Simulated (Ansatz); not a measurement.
**A vibration from a frozen displacement in BN**

All numbers below come from DFT PBE, scalar-relativistic, plane waves, PAW (Ansatz). Cutoff 420 eV, Γ-centred 12×12×4 k-points, Gaussian smearing of 0.05 eV. No spin polarisation. Energies are free energies at this smearing, counted from the undisturbed cell; pressure is positive in compression.

Zero of the scan (as given, not relaxed at this level; it stands at 3.3 GPa):

```
B N
1.0
     2.50399    0.00000    0.00000
    -1.25200    2.16852    0.00000
     0.00000    0.00000    6.66120
B N
2 2
Cartesian
  0.0000 1.4457 1.6653
  1.2520 0.7228 4.9959
  0.0000 1.4457 4.9959
  1.2520 0.7228 1.6653
```

The cell holds layers and no dispersion correction was added, so their binding is poorly described.

Atom 3 (N) is moved by x along the Cartesian unit vector (-0.866, -0.500, 0.000); the cell and all other atoms stay fixed. The cell's volume is 36.17 Å³; the moved atoms weigh 14.007 u together and the others 35.627 u.

| x (Å) | ΔE (meV/cell) | total force on the moved atoms along the move (eV/Å) | pressure (GPa) |
| --- | --- | --- | --- |
| -0.1000 | 186.54 | 3.5206 | 5.0221 |
| -0.0667 | 86.10 | 2.4884 | 4.1075 |
| -0.0333 | 22.24 | 1.3122 | 3.5239 |
| 0.0000 | 0.00 | 0.0000 | 3.3198 |
| 0.0167 | 5.89 | -0.7116 | 3.3741 |
| 0.0333 | 23.83 | -1.4558 | 3.5397 |
| 0.0500 | 54.66 | -2.2432 | 3.8249 |
| 0.0667 | 98.98 | -3.0715 | 4.2354 |
| 0.0833 | 157.10 | -3.9380 | 4.7741 |
| 0.1000 | 230.47 | -4.8566 | 5.4543 |

Question: What frequency belongs to this motion?

Answer: The force constant is k = −dF/dx = 41.541 eV/Å², from the parabola through x = -0.0333, 0 and 0.0167. In every cell the moved atoms swing against the rest, so the mass is μ = m₁m₂/(m₁ + m₂) = 10.054 u, and ν̃ = 521.5 cm⁻¹ × √(|k|/μ) = 1060 cm⁻¹, at this cell's pressure of 3.3 GPa. The pattern needn't be a normal mode: ν̃² is then a weighted mean of the squared nonzero frequencies at the zone centre of this cell, taken without macroscopic field, so it lies between the lowest and the highest of them.

Question: How far does the harmonic law reach?

Answer: At x = -0.100 Å, kx²/2 = 207.71 meV against the computed 186.54 meV (-10.2 %): the well softens in this direction at large amplitude.

The scan probes the stiff in-plane σ bonds of hexagonal BN, and its anharmonicity is mainly odd in x. Positive x drives N straight at one B neighbour, where short-range repulsion steepens the well (230.47 meV at the end of the scan). Negative x stretches that bond and steers N between the other two neighbours, which costs only 186.54 meV. The mean of the two lies close to the harmonic value, so the softening is one side of a cubic term, allowed because the N site lacks inversion symmetry, and not a general weakening of the well.

The 1060 cm⁻¹ lies well below the known in-plane stretching modes of this material, but this doesn't indicate weak bonds. Moving N in one layer only, against everything else, mixes B–N stretching with the very soft rigid shear of whole layers, which pulls the mean down. With the reduced mass of a single B–N pair, the same force constant would come close to the known stretching frequency. The scan can't resolve the splitting between in-phase and out-of-phase stretching of the two layers.
